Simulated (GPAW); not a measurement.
Pb:

```
CELL_PARAMETERS angstrom
0.00000 2.47502 2.47502
2.47502 0.00000 2.47502
2.47502 2.47502 0.00000
ATOMIC_POSITIONS crystal
Pb 0.00000 0.00000 0.00000
```

Base run:

| Item | Value |
| --- | --- |
| Program | GPAW 26.7.0 |
| Functional | RPBE |
| Potentials or basis | the program's PAW data sets (release 1.2.1) made for this functional |
| Cutoff | 600 eV |
| Basis | pw |
| k mesh | 9 × 9 × 9 |
| Occupations | gaussian, width 0.02 eV |
| Spin | no spin polarisation |

Its results: pressure 3.6 GPa.

Task: The run is repeated on the same cell with these changes: functional from RPBE to revPBE; occupations from gaussian, width 0.02 eV to fermi-dirac, width 0.05 eV. What comes out?

Result: Pressure 3.2 GPa.
